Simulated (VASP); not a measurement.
The system is Bi.

```
Bi
1.0
    -1.99180    1.99180    1.99180
     1.99180   -1.99180    1.99180
     1.99180    1.99180   -1.99180
Bi
1
Direct
  0.00000 0.00000 0.00000
```

This isn't the form of Bi at room conditions, which is rhombohedral.

```yaml
Program: VASP 6.6.1
Task: relaxation of cell and atoms
Functional: PBEsol
Potentials_or_basis: VASP PAW PBE potentials, release 64 (Bi_d)
Cutoff: 600 eV
k_mesh: 16 × 16 × 16
Occupations: gaussian, width 0.1 eV
Spin: no spin polarisation
```

At the start: pressure -2.7 GPa; volume 31.61 Å³/atom.

Problem. How do energy, volume and symmetry change on relaxing?

Solution. Over 3 steps the energy falls by 15.0 meV/atom and the volume is 29.96 Å³/atom (-5.2 %); space group Im-3m (No. 229, to 0.05 Å).

Step by step:
| step | energy change (eV) | largest force (eV/Å) | pressure (GPa) | volume (Å³) |
| --- | --- | --- | --- | --- |
| 1 | 0.0000 | 0.0000 | -2.73 | 31.61 |
| 2 | -0.0113 | 0.0000 | 1.61 | 29.20 |
| 3 | -0.0150 | 0.0000 | -0.01 | 29.96 |

Final structure:
```cif
data_structure
_symmetry_space_group_name_H-M 'P 1'
_symmetry_Int_Tables_number 1
_cell_length_a 3.3887
_cell_length_b 3.3887
_cell_length_c 3.3887
_cell_angle_alpha 109.471
_cell_angle_beta 109.471
_cell_angle_gamma 109.471
_cell_volume 29.96
loop_
_atom_site_label
_atom_site_type_symbol
_atom_site_fract_x
_atom_site_fract_y
_atom_site_fract_z
_atom_site_occupancy
Bi1 Bi 0.00000 0.00000 0.00000 1
```

Caveat: the PAW data sets were made with another functional, which shifts forces and pressure a little.
